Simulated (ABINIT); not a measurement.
Al2Cu:

```
CELL_PARAMETERS angstrom
-2.03034 2.03034 2.85109
2.03034 -2.03034 2.85109
2.03034 2.03034 -2.85109
ATOMIC_POSITIONS crystal
Cu 0.50000 0.50000 0.00000
Al 0.25000 0.75000 0.50000
Al 0.75000 0.25000 0.50000
```

The cell comes from a database or a generator and needn't be the stable form of this composition.

| Quantity | Value |
| --- | --- |
| Program | ABINIT 10.8.3 (patched build) |
| Task | single point |
| Functional | PBEsol |
| Potentials or basis | PseudoDojo NC SR PBEsol v0.4.1 standard |
| Cutoff | 1252 eV |
| k mesh | 9 × 9 × 9 |
| Occupations | fermi-dirac, width 0.05 eV |
| Spin | no spin polarisation |

On this cell: pressure -0.3 GPa; largest force under 0.003 eV/Å; band gap on the k mesh none (metal or under the smearing width).

The same run follows on a disturbed copy (atoms moved at random, drawn with an rms of 0.05 Å):

```
CELL_PARAMETERS angstrom
-2.03034 2.03034 2.85109
2.03034 -2.03034 2.85109
2.03034 2.03034 -2.85109
ATOMIC_POSITIONS crystal
Cu 0.50419 0.49473 0.00226
Al 0.24558 0.74512 0.50113
Al 0.74798 0.24973 0.50093
```

Question: What changes?

Answer: The energy (extrapolated to zero smearing) moves by +1.5 meV/atom; pressure -0.3 GPa; largest force 0.234 eV/Å; band gap on the k mesh none (metal or under the smearing width).

Forces in eV/Å, atoms in the order of the input:
```
Cu   0.131 -0.178 -0.074
Al  -0.050  0.075  0.116
Al  -0.082  0.104 -0.042
```

Stress tensor (GPa, compression positive):
```
-0.74  0.02 -0.10
 0.02  0.08 -0.09
-0.10 -0.09 -0.10
```
